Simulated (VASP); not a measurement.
# S (I4/mmm) in VASP: single point with PBE

Aim: the single point of S with PBE.

Program: VASP 6.6.1. These are calculated values, not measurements. Logs are shortened: lines on timing, memory, paths and dates and some standing lists are left out, and cuts for length are marked.

**1. The structure**

Symmetry: I4/mmm, No. 139, tetragonal system. Conventional cell: a = 2.364 Å, b = 2.364 Å, c = 8.803 Å, α = 90.00°, β = 90.00°, γ = 90.00°. S (site symmetry 4/mmm) is surrounded by 4 S at 2.36 Å.

The cell was built by a generator and needn't be a form met in nature.

**2. Single point, PBE**

Contents of INCAR:

```
SYSTEM = S
PREC = Accurate
ENCUT = 520
EDIFF = 1E-7
ISMEAR = 0
SIGMA = 0.1
LREAL = .False.
LASPH = .True.
NELM = 100
ALGO = Fast
ISIF = 2
LWAVE = .False.
LCHARG = .False.
GGA = PE
NBANDS = 9
```

Contents of KPOINTS:

```
Automatic mesh
0
Gamma
  32 32 32
  0 0 0
```

Contents of POSCAR:

```
S
1.0
   -1.1818383510      1.1818383510      4.4015730313
    1.1818383510     -1.1818383510      4.4015730313
    1.1818383510      1.1818383510     -4.4015730313
S
1
Direct
    0.0000000000      0.0000000000      0.0000000000
```

Potentials or basis: VASP PAW PBE potentials, release 64 (S).

The run is started by

```bash
$ cat potpaw_PBE.64/S/POTCAR > POTCAR
$ mpirun -np 1 vasp_std > vasp.out
```

OUTCAR:

```text
SYSTEM = S
   PREC = Accurate
   ENCUT = 520
   EDIFF = 1E-7
   ISMEAR = 0
   LREAL = .False.
   LASPH = .True.
   NELM = 100
   ISIF = 2
   GGA = PE

 ion  position               nearest neighbor table
   1  0.000  0.000  0.000-

  LATTYP: Found a body centered tetragonal cell.
 ALAT       =     2.3636767020
 C/A-ratio  =     3.7243443890

  Lattice vectors:

 A1 = (  -1.1818383510,   1.1818383510,   4.4015730313)
 A2 = (   1.1818383510,  -1.1818383510,   4.4015730313)
 A3 = (   1.1818383510,   1.1818383510,  -4.4015730313)

Analysis of symmetry for initial positions (statically):
=====================================================================
 Subroutine PRICEL returns:
 Original cell was already a primitive cell.

 Routine SETGRP: Setting up the symmetry group for a
 body centered tetragonal supercell.

 Subroutine GETGRP returns: Found 16 space group operations
 (whereof 16 operations were pure point group operations)
 out of a pool of 16 trial point group operations.

The static configuration has the point symmetry D_4h.

Analysis of symmetry for dynamics (positions and initial velocities):
=====================================================================
 Subroutine PRICEL returns:
 Original cell was already a primitive cell.

 Routine SETGRP: Setting up the symmetry group for a
 body centered tetragonal supercell.

 Subroutine GETGRP returns: Found 16 space group operations
 (whereof 16 operations were pure point group operations)
 out of a pool of 16 trial point group operations.

The dynamic configuration has the point symmetry D_4h.

 Subroutine INISYM returns: Found 16 space group operations
 (whereof 16 operations are pure point group operations),
 and found     1 'primitive' translations

----------------------------------------------------------------------------------------

                                     Primitive cell

  volume of cell :      24.5914

  direct lattice vectors                    reciprocal lattice vectors
    -1.181838351  1.181838351  4.401573031     0.000000000  0.423069703  0.113595752
     1.181838351 -1.181838351  4.401573031     0.423069703  0.000000000  0.113595752
     1.181838351  1.181838351 -4.401573031     0.423069703  0.423069703  0.000000000

  length of vectors
     4.708219295  4.708219295  4.708219295     0.438054755  0.438054755  0.598310912

  position of ions in fractional coordinates (direct lattice)
     0.000000000  0.000000000  0.000000000

  ion indices of the primitive-cell ions
   primitive index   ion index
                 1           1

----------------------------------------------------------------------------------------

 KPOINTS: Automatic mesh

Automatic generation of k-mesh.
 Grid dimensions read from file:
 generate k-points for:   32   32   32

 Generating k-lattice:

  Cartesian coordinates                     Fractional coordinates (reciprocal lattice)
     0.000000000  0.013220928  0.003549867     0.031250000  0.000000000 -0.000000000
     0.013220928  0.000000000  0.003549867     0.000000000  0.031250000 -0.000000000
     0.013220928  0.013220928  0.000000000     0.000000000  0.000000000  0.031250000

  Length of vectors
     0.013689211  0.013689211  0.018697216

  Shift w.r.t. Gamma in fractional coordinates (k-lattice)
     0.000000000  0.000000000  0.000000000

 Subroutine IBZKPT returns following result:
 ===========================================

 Found   2393 irreducible k-points:

 Following reciprocal coordinates:
            Coordinates               Weight
  0.000000  0.000000  0.000000      1.000000
  0.031250  0.000000  0.000000      8.000000
  0.062500  0.000000  0.000000      8.000000
  0.093750  0.000000  0.000000      8.000000
  0.125000  0.000000  0.000000      8.000000
  0.156250 -0.000000  0.000000      8.000000
[... 16 lines left out ...]
  0.187500  0.031250  0.000000     16.000000
  0.218750  0.031250  0.000000     16.000000
 [... further k-points ...]
   k-points           NKPTS =   2393   k-points in BZ     NKDIM =   2393   number of bands    NBANDS=      9
   number of dos      NEDOS =    301   number of ions     NIONS =      1
   total plane-waves  NPLWV =  46656
   dimension x,y,z NGX =    36 NGY =   36 NGZ =   36
   dimension x,y,z NGXF=    72 NGYF=   72 NGZF=   72
   ions per type =               1
   NGX,Y,Z   is equivalent  to a cutoff of  12.71, 12.71, 12.71 a.u.
   NGXF,Y,Z  is equivalent  to a cutoff of  25.42, 25.42, 25.42 a.u.
 SYSTEM =  S
   PREC   = accura    normal or accurate (medium, high low for compatibility)
   ISTART =      0    job   : 0-new  1-cont  2-samecut
   ICHARG =      2    charge: 1-file 2-atom 10-const
   ISPIN  =      1    spin polarized calculation?
   LNONCOLLINEAR =      F non collinear calculations
   LSORBIT =      F    spin-orbit coupling
   LASPH  =      T    aspherical Exc in radial PAW
   ENCUT  =  520.0 eV  38.22 Ry    6.18 a.u.   8.75  8.75  8.75*2*pi/ulx,y,z
   NELM   =    100;   NELMIN=  2; NELMDL= -5     # of ELM steps
   EDIFF  = 0.1E-06   stopping-criterion for ELM
   LREAL  =      F    real-space projection
   EDIFFG = 0.1E-05   stopping-criterion for IOM
   NSW    =      0    number of steps for IOM
   IBRION =     -1    ionic relax: 0-MD 1-quasi-New 2-CG
   NFREE  =      0    steps in history (QN), initial steepest desc. (CG)
   ISIF   =      2    stress and relaxation
   ISYM   =      2    0-nonsym 1-usesym 2-fastsym
   POTIM  = 0.5000    time-step for ionic-motion
   TEBEG  =    0.0;   TEEND  =   0.0 temperature during run
   PSTRESS=    0.0 pullay stress
   NELECT =       6.0000    total number of electrons
   NUPDOWN=      -1.0000    fix difference up-down
   EMIN   =  10.00;   EMAX   =-10.00  energy-range for DOS
   EFERMI =   0.00;   METHOD = LEGACY
   ISMEAR =     0;   SIGMA  =   0.10  broadening in eV -4-tet -1-fermi 0-gaus
   EFERMI_NEDOS =   21; number of points for ismear=-14 and -15
   IALGO  =     68    algorithm
   IMIX   =      4    mixing-type and parameters
     AMIX     =   0.40;   BMIX     =  1.00
     AMIX_MAG =   1.60;   BMIX_MAG =  1.00
  volume/ion in A,a.u.               =      24.59       165.95
  Fermi-wavevector in a.u.,A,eV,Ry     =   1.022972  1.933137 14.238122  1.046472
  Thomas-Fermi vector in A             =   2.156681
   LORBIT       =      0    0 simple, 1 ext, 2 COOP (PROOUT), +10 PAW based schemes
   GGA     = PE    functional components
   LHFCALC =     F    Hartree Fock is set to
   AEXX    =    0.0000 exact exchange contribution
   IVDW    =     0    specifies the selected vdW correction
   LEPSILON=     F    determine dielectric tensor
   LRPA    =     F    only Hartree local field effects (RPA)
 non-spin polarized calculation
 RMM-DIIS sequential band-by-band and
 Gauss-broadening in eV      SIGMA  =   0.10
  energy-cutoff  :      520.00
  volume of cell :       24.59
 maximum number of plane-waves:       677
   NGX = 17   NGY = 17   NGZ = 17

 number of electron       6.0000001 magnetization

 Free energy of the ion-electron system (eV)
  ---------------------------------------------------
  ext. energy  EPLUGINS =         0.00000000
  ---------------------------------------------------
  free energy    TOTEN  =        -3.64793826 eV

  energy without entropy =       -3.64609996  energy(sigma->0) =       -3.64701911

 E-fermi :   2.7163     XC(G=0):  -8.3027

 val. band max:        2.7134482288   @ k =   0.4688   0.2187   0.0625
 cond. band min:       2.7190172837   @ k =  -0.4375   0.4375   0.1250
 fundamental gap:      0.0055690548
 Fermi energy:         2.7163470110

 k-point     1 :       0.0000    0.0000    0.0000
  band No.  band energies     occupation
      1     -13.9125      2.00000
      2      -1.7157      2.00000
      3       6.3517      0.00000
      4       7.3561      0.00000
      5       7.3561      0.00000
      6      11.5995      0.00000
      7      16.5569      0.00000
      8      20.8269      0.00000
      9      22.2438      0.00000

 k-point     2 :       0.0312    0.0000    0.0000
  band No.  band energies     occupation
      1     -13.8897      2.00000
      2      -1.6974      2.00000
      3       6.3800      0.00000
      4       7.0624      0.00000
      5       7.3719      0.00000
      6      11.8379      0.00000
      7      16.6543      0.00000
      8      20.5373      0.00000
      9      22.2593      0.00000

 k-point     3 :       0.0625    0.0000    0.0000
  band No.  band energies     occupation
      1     -13.8212      2.00000
      2      -1.6426      2.00000
      3       6.2818      0.00000
      4       6.5228      0.00000
      5       7.4189      0.00000
      6      12.3855      0.00000
      7      16.9521      0.00000
      8      19.8077      0.00000
      9      22.2495      0.00000

 k-point     4 :       0.0938    0.0000    0.0000
  band No.  band energies     occupation
      1     -13.7075      2.00000
      2      -1.5514      2.00000
      3       5.3698      0.00000
      4       6.6512      0.00000
      5       7.4966      0.00000
      6      12.9988      0.00000
      7      17.4517      0.00000
      8      18.8510      0.00000
      9      22.2438      0.00000
[... 205 lines left out ...]
 k-point    22 :       0.1562    0.0312    0.0000
  band No.  band energies     occupation
      1     -13.3227      2.00000
      2      -1.2621      2.00000
      3       3.2977      0.00000
      4       7.2183      0.00000
      5       7.5214      0.00000
      6      14.2864      0.00000
      7      16.6546      0.00000
      8      18.9738      0.00000
      9      21.6821      0.00000

 k-point    23 :       0.1875    0.0312    0.0000
  band No.  band energies     occupation
      1     -13.0769      2.00000
      2      -1.0693      2.00000
      3       2.2424      2.00000
      4       7.5334      0.00000
      5       7.7209      0.00000
      6      14.6875      0.00000
      7      15.5858      0.00000
      8      19.7160      0.00000
      9      21.8886      0.00000

 k-point    24 :       0.2188    0.0312    0.0000
  band No.  band energies     occupation
      1     -12.7896      2.00000
      2      -0.8445      2.00000
      3       1.2023      2.00000
      4       7.8025      0.00000
      5       8.0445      0.00000
      6      14.5049      0.00000
      7      15.0800      0.00000
      8      20.2623      0.00000
      9      22.2836      0.00000

 [... further k-points ...]

------------------------ aborting loop because EDIFF is reached ----------------------------------------

  FORCE on cell =-STRESS in cart. coord.  units (eV):
  Direction    XX          YY          ZZ          XY          YZ          ZX
  --------------------------------------------------------------------------------------
  -------------------------------------------------------------------------------------
  Total       -0.0389835     -0.0389835     -0.0044894      0.0000000      0.0000000      0.0000000
  in kB       -2.5398466     -2.5398466     -0.2924909      0.0000000      0.0000000      0.0000000
  external PRESSURE =      -1.7907280 kB  Pullay stress =       0.0000000 kB

 VOLUME and BASIS-vectors are now :
 -----------------------------------------------------------------------------
  energy-cutoff  :      520.00
  volume of cell :       24.59
      direct lattice vectors                 reciprocal lattice vectors
    -1.181838351  1.181838351  4.401573031     0.000000000  0.423069703  0.113595752
     1.181838351 -1.181838351  4.401573031     0.423069703  0.000000000  0.113595752
     1.181838351  1.181838351 -4.401573031     0.423069703  0.423069703  0.000000000

 POSITION                                       TOTAL-FORCE (eV/Angst)
 -----------------------------------------------------------------------------------
      0.00000      0.00000      0.00000        -0.000000     -0.000000      0.000000
 -----------------------------------------------------------------------------------
    total drift:                               -0.000000      0.000000      0.000000

  FREE ENERGIE OF THE ION-ELECTRON SYSTEM (eV)
  ---------------------------------------------------
  free  energy   TOTEN  =        -3.6479382627 eV

  energy  without entropy=       -3.6460999589  energy(sigma->0) =       -3.64701911
```

Wall time 7.5 min (1 thread of Intel Xeon 6975P-C (Granite Rapids), shared host); peak memory 0.58 GiB.

Results:

```
Free energy            : -3.6479 eV
Pressure               : -0.2 GPa
Band gap on the k mesh : none (metal or under the smearing width)
```

Stress tensor (GPa, compression positive):
```
-0.25  0.00  0.00
 0.00 -0.25  0.00
 0.00  0.00 -0.03
```
